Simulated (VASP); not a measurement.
# Si28C29 (a cell with a defect) in VASP: a series of runs, part 2 of 2

VASP 6.6.1. The steps go on from the part before.

## (3) Single point, HSE06

File POSCAR:

```
Si28C29                                 
1.0
    1.5465940000      8.0363460000      0.0000000000
   -7.7329770000     -2.6787820000      0.0000000000
    0.0000000000      0.0000000000     10.1265810000
  Si              C             
    28    29
Direct
     0.3320783643146857    0.6640001527208960    0.9383630881868074
     0.1923493209166930    0.2312511520664844    0.9678822299308620
     0.6171310151871947    0.5192272977170556    0.9401998796996991
     0.0486609121003914    0.8122322868998042    0.9359937176196795
     0.4751092916059958    0.0962670296907586    0.9356892276062025
     0.9058766164926595    0.3785325741169846    0.9381281044670758
     0.7648603874887105    0.9502947762642742    0.9402624554763170
     0.5252941385131219    0.9014472027969948    0.4399155453914612
     0.3805711425571491    0.4715813296856519    0.4425470549913053
     0.8060684142051027    0.7531039550968504    0.4386382520373739
     0.2403250140786140    0.0447250272101760    0.4392304091324464
     0.6721277887889612    0.3284234692304697    0.4383840143239687
     0.0946666468589317    0.6230334649775735    0.4340833544822965
     0.9562165903583784    0.1870282344896231    0.4415944157773301
     0.2876056841727035    0.8584363610960380    0.6897389111526291
     0.1387984396669018    0.4466650062592831    0.6750506859767025
     0.5718157451641931    0.7111504786922686    0.6911100498429728
     0.0096157095881339    0.0038196511532055    0.6875199355549695
     0.4198669161412738    0.2789636520153364    0.6881603186902611
     0.8513025770343620    0.5647861266975591    0.6890770774580649
     0.7207625599021472    0.1378272609164801    0.6891270497831955
     0.2874590160720302    0.8573252507515203    0.1866373428939724
     0.1428989252245699    0.4277226418036839    0.1930228142989252
     0.5697651383479270    0.7092493805830175    0.1888438388586319
     0.9963985449698312    0.9909574680574584    0.1967458018672761
     0.4360357876165628    0.2845066808242896    0.1968845550668352
     0.8575730899893337    0.5685316937344098    0.1861412358111704
     0.7172357856725345    0.1397615742189985    0.1879667360832820
     0.3349062212542089    0.6699135529437625    0.7513730318299889
     0.1834236799717424    0.2599469498912619    0.6814267423485260
     0.6127514730671848    0.5175088783961966    0.7522775999965170
     0.0438996148355416    0.7991121792623128    0.7472395248048481
     0.4852411892229959    0.0939423232822700    0.7471817052052354
     0.9025055943980264    0.3793096300489812    0.7509227038321687
     0.7691329006655707    0.9493014644128316    0.7526442455362422
     0.5247584591267058    0.9018149068900987    0.2506933020967082
     0.3817621829924952    0.4733166553474010    0.2534678574961685
     0.8037439615588852    0.7517078686800829    0.2525787932199667
     0.2400272251010284    0.0446360158419560    0.2522672476918811
     0.6749794639164768    0.3307872422181077    0.2524298538998590
     0.0959257252035924    0.6219120118592043    0.2480937527492949
     0.9532521331520205    0.1865044776917486    0.2527383636866218
     0.2880024914455188    0.8554716775802367    0.5014677567655461
     0.1408346681011857    0.4365936739488370    0.4890566741890225
     0.5710414883008129    0.7104835723284062    0.5034578118770813
     0.9973109916410717    0.9873004806173991    0.4953680862688546
     0.4367891346182337    0.2816914285550201    0.4960102634821727
     0.8560664648518252    0.5664682934998321    0.5015872389124624
     0.7183300537168211    0.1378906305563371    0.5020290124878933
     0.2865734248029293    0.8570782740243583    0.9998127544597787
     0.1424540299004001    0.4288543839580114    0.0066935923571563
     0.5700287851897232    0.7114137347855656    0.0014779214049319
     0.9928735760831177    0.9893823810601567    0.0152824984029670
     0.4383805473226600    0.2864731809739789    0.0153423486452012
     0.8583217683293678    0.5700591209158885    0.9996779574620783
     0.7145965507191463    0.1400077572749324    0.0004743812651658
     0.2072399174816288    0.1774674933876553    0.8058816651639027
```

File INCAR.step1:

```
SYSTEM = Si28C29
PREC = Normal ; ENCUT = 400
EDIFF = 1E-5 ; ISMEAR = 0
SIGMA = 0.01 ; LREAL = Auto
LASPH = .True. ; NELM = 80
ALGO = Normal ; ISIF = 2
LWAVE = .True. ; LCHARG = .False.
ICORELEVEL = 1 ; NELECT = 230.0
GGA = PE
```

File INCAR.step2:

```
SYSTEM = Si28C29
PREC = Normal ; ENCUT = 400
EDIFF = 1E-7 ; ISMEAR = 0
SIGMA = 0.01 ; LREAL = Auto
LASPH = .True. ; NELM = 80
ALGO = Normal ; ISIF = 2
LWAVE = .False. ; LCHARG = .False.
GGA = PE ; LHFCALC = .True.
HFSCREEN = 0.2 ; PRECFOCK = Fast
ICORELEVEL = 1 ; NELECT = 230.0
ISTART = 1
```

File KPOINTS:

```
regular mesh
0
Gamma
  1 1 1
  0 0 0
```

Potentials or basis: VASP PAW PBE potentials, release 64 (Si, C).

On the command line:

```console
> cat potpaw_PBE.64/Si/POTCAR potpaw_PBE.64/C/POTCAR > POTCAR
> cp INCAR.step1 INCAR
> mpirun -np 8 vasp_gam > vasp.out
> cp INCAR.step2 INCAR
> mpirun -np 8 vasp_gam > vasp.out
```

It took 2.4 min on 8 MPI ranks of Intel Xeon Platinum 8259CL at 2.50GHz (Skylake/Cascade Lake), shared host; peak memory 0.38 GiB.

Results (log left out):

```yaml
Free_energy: -475.2932 eV
Largest_force: 0.993 eV/Å
Band_gap_on_the_k_mesh: 2.27 eV, direct
```

Forces on the atoms (eV/Å):
```
Si   0.056 -0.024  0.051
Si   0.110  0.067 -0.816
Si   0.074 -0.107  0.072
Si  -0.103 -0.007  0.013
Si  -0.094 -0.106  0.006
Si   0.050  0.092  0.085
Si  -0.070  0.113  0.044
Si   0.039 -0.006  0.010
Si   0.096  0.023  0.024
Si  -0.086 -0.007 -0.036
Si  -0.106 -0.048  0.044
Si  -0.010 -0.136 -0.065
Si  -0.060  0.015 -0.081
Si   0.100  0.100 -0.030
Si  -0.156 -0.049 -0.028
Si   0.492  0.479  0.048
Si  -0.111  0.016 -0.090
Si  -0.593  0.428  0.278
Si   0.133 -0.773  0.395
Si  -0.124  0.009  0.047
Si   0.088 -0.087  0.014
Si  -0.037 -0.045 -0.085
Si  -0.023 -0.029 -0.133
Si   0.066  0.036 -0.077
Si   0.069 -0.022 -0.040
Si   0.000  0.050 -0.049
Si   0.012 -0.034 -0.161
Si  -0.046  0.021 -0.085
C    0.079 -0.062 -0.043
C   -0.083 -0.017 -0.480
C    0.085  0.106  0.035
C    0.248 -0.055 -0.109
C    0.135  0.152 -0.188
C   -0.100 -0.031  0.010
C    0.005 -0.235 -0.093
C   -0.003 -0.017 -0.024
C   -0.099 -0.027  0.027
C    0.021 -0.008  0.033
C    0.014  0.059 -0.003
C    0.055  0.070  0.046
C   -0.036 -0.020  0.076
C   -0.007 -0.056 -0.004
C    0.073 -0.033  0.013
C    0.034  0.037  0.022
C    0.026  0.061  0.105
C    0.089 -0.153 -0.207
C   -0.014  0.118 -0.302
C    0.021  0.073 -0.037
C   -0.074 -0.004  0.062
C    0.024 -0.014  0.058
C   -0.012  0.000  0.256
C    0.010  0.039  0.003
C   -0.019  0.058  0.142
C    0.003 -0.052  0.175
C    0.006  0.016  0.071
C   -0.026  0.016  0.031
C   -0.221  0.008  0.968
```

Levels at points of the mesh, in eV from the valence-band top:
```csv
k point,band 113,band 114,band 115,band 116,band 117,band 118
"(0.00, 0.00, 0.00)",-1.82,-0.24,0.00,2.27,2.37,2.39
```

Core levels (eV, on the scale of the bands):
| atom | levels |
| --- | --- |
| 1 Si | 1s -1771.9, 2s -125.6, 2p -81.7 |
| 2 Si | 1s -1770.4, 2s -124.4, 2p -80.4 |
| 3 Si | 1s -1771.8, 2s -125.6, 2p -81.6 |
| 4 Si | 1s -1771.9, 2s -125.6, 2p -81.6 |
| 5 Si | 1s -1771.9, 2s -125.6, 2p -81.6 |
| 6 Si | 1s -1771.9, 2s -125.6, 2p -81.7 |

Caveat: the cell is charged against a uniform background, so pressure and absolute levels hang on convention; the PAW data sets were made with another functional, which shifts forces and pressure a little.
